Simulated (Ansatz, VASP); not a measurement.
AlNi: VASP beside Ansatz

Contents of INCAR:

```
ALGO     = Normal         # electronic algorithm
EDIFF    = 1E-6           # SCF threshold, eV
ENCUT    = 520            # plane-wave cutoff, eV
GGA      = PS             # functional
ISIF     = 2              # what is computed and relaxed
ISMEAR   = -1             # smearing method
LASPH    = T              # aspherical terms in the spheres
LCHARG   = F              # write CHGCAR
LREAL    = F              # projectors in reciprocal space
LWAVE    = F              # write WAVECAR
NBANDS   = 14             # bands
NELM     = 80             # most SCF steps
PREC     = Accurate       # precision mode
SIGMA    = 0.08           # smearing width, eV
```

File KPOINTS:

```
k-points
0
Gamma
  14 14 14
```

Contents of POSCAR:

```
AlNi
1.0
    0.0000000000      2.3005905593      2.3005905593
    2.3005905593      0.0000000000      2.3005905593
    2.3005905593      2.3005905593      0.0000000000
Ni Al
1 1
Direct
    0.0000000000      0.0000000000      0.0000000000
    0.5000000000      0.5000000000      0.5000000000
```

Input for Ansatz:

```yaml
crystal:
  lattice:
    - [0.0, 2.3005905593, 2.3005905593]
    - [2.3005905593, 0.0, 2.3005905593]
    - [2.3005905593, 2.3005905593, 0.0]
  atoms:
    - { symbol: Ni, position: [0.0, 0.0, 0.0] }
    - { symbol: Al, position: [0.5, 0.5, 0.5] }
kpoints:
  mp_grid: { grid: [14, 14, 14] }
  band_path:
    path:
      - [0.0, 0.0, 0.0]
      - [0.5, 0.0, 0.5]
      - [0.625, 0.25, 0.625]
      - [0.375, 0.375, 0.75]
      - [0.0, 0.0, 0.0]
      - [0.5, 0.5, 0.5]
      - [0.5, 0.25, 0.75]
      - [0.5, 0.0, 0.5]
    npoints: 8
scf:
  occupations: { method: fermi_dirac, width: 0.08 }
hamiltonian:
  xc: pbesol
  pseudopotentials: { kind: paw }
output:
  forces: true
  stress: true
  eigenvalues: true
  populations: true
  dos: { projected: true, de: 0.2, e_range: [-14, 8] }
```

Change from the starting cell: volume scaled by 0.88, PAW files.

Alike in both runs: task single point; functional PBEsol; k mesh 14 × 14 × 14; occupations fermi-dirac, width 0.08 eV; no spin polarisation.

```csv
,VASP,Ansatz
version,VASP 6.6.1,Ansatz 0.2.0
potentials or method,"VASP PAW PBE potentials, release 64 (Ni, Al)","PAW with Ansatz's default frozen-core files, scalar-relativistic"
plane-wave cutoff (eV),520,420
valence electrons in the cell,13,21
```

Ansatz gave:

- pressure (GPa): 20.3

Problem. Which values does VASP return?

Solution. Pressure (GPa): 20.2.

The functional is the same, so the differences come from potentials, cutoffs and numerics. The two sets of potentials don't hold the same shells in valence.

Caveats: so large a pressure means that the cell lies far from this level's equilibrium, or that cutoff or potentials fall short (VASP); the potentials were made for another functional, which shifts forces and pressure (VASP). Spin polarisation is off, so any magnetic state and its effect on volume and gap are missing.
